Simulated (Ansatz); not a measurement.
# Defect calculation, host Si

All numbers below come from DFT PBE, scalar-relativistic, plane waves, PAW in Ansatz. Run with 420 eV cutoff, 2×2×2 k-mesh, shifted by half a step, Gaussian smearing of 0.02 eV, collinear spin.

Host crystal, relaxed:

```
Si
1.0
     3.85128    0.00000    0.00000
    -1.92564    3.33531    0.00000
     0.00000    0.00000    6.36502
Si
4
Direct
  0.33333 0.66667 0.06293
  0.66667 0.33333 0.56293
  0.33333 0.66667 0.43707
  0.66667 0.33333 0.93707
```

Supercell of 48 atoms, rows in host cell vectors: -2 -2 1; 2 0 1; 0 2 1. Atoms relax at the host's cell, keeping the symmetry that the supercell leaves at the site. The cell is small, so energies carry finite-size errors of tenths of an eV. The host's Kohn–Sham gap is 0.45 eV. Atoms are taken from and returned to the elements' standard states. Charged cells are corrected for image charges with the computed static dielectric tensor (mean 13.0) and aligned with the host's potential at far atoms (alignment terms reach 0.07 eV). No band-filling term is added, and the Fermi level counts from the host's valence band top.

The defect is a foreign atom on a Si site at (0.333, 0.667, 0.063) of the host cell.

```tsv
charge	E_f at the valence band top (eV)	over the neutral state (eV)	moment (μB)	largest move (Å)	atoms near the site
+1	2.39	0.20	2.00	0.03	4 Si at 2.39 Å
0	2.19	0.00	3.00	0.09	1 Si at 2.37 Å, 3 Si at 2.39 Å
-1	2.45	0.26	4.00	0.07	1 Si at 2.37 Å, 3 Si at 2.38 Å
```

Among the charges computed the stable one is 0 at the valence band top, changing to -1 at 0.26 eV. In charge +1 the extra carrier would gain by moving to a band edge of the host, so it isn't bound in the gap, though by less than the errors named above. In charge -1 the cell has partly filled bands: a level of the defect may be part filled, the carrier may sit in the host's bands, or levels may cross between the k points, so transitions that involve it are doubtful.

**Question.** Which element is it? Judge by the nearest distance in charge 0 and covalent radii.
A. Mn
B. B
C. Ti
D. V
E. Sc

**Answer.** A. The nearest neighbour is Si at 2.37 Å, and the summed covalent radii with Si are 1.95 Å for B, 2.50 Å for Mn, 2.81 Å for Sc, 2.71 Å for Ti, 2.64 Å for V, so Mn fits best. Bonds can miss such sums by a tenth of an ångström or more.